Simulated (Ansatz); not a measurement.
α-phase Li₃N, treated with PBE (Ansatz, a program for electronic structure, plane waves, PAW).

Settings: plane-wave cutoff 520 eV, 12×12×10 k mesh (along the axes of the cell as run), Fermi–Dirac smearing 0.01 eV, scalar-relativistic PAW data made under PBE.

A third-order Birch–Murnaghan fit to the energies gives V0 = 11.052 Å³/atom, B0 = 53.1 GPa, B′ = 3.8.

```tsv
V (Å³/atom)	P (GPa)
10.610	(withheld)
10.831	1.117
11.052	0.002
11.273	(withheld)
11.494	(withheld)
```

Estimate the withheld pressures from this fit; the answers are the runs' own values.


- 10.610, P (GPa): 2.344
- 11.273, P (GPa): -1.011
- 11.494, P (GPa): -1.933

The formula P = (3/2) B0 (x^(7/3) − x^(5/3)) [1 + (3/4)(B′ − 4)(x^(2/3) − 1)] with x = V0/V meets the computed pressures within 0.01 GPa when these rounded values are put in.

Shape and atoms are relaxed at each volume.

Note: the bulk modulus comes from volumes at which shape and atoms were relaxed.

Static lattice: no zero-point or thermal effects.

The result took about 70 core-seconds (a rough figure).
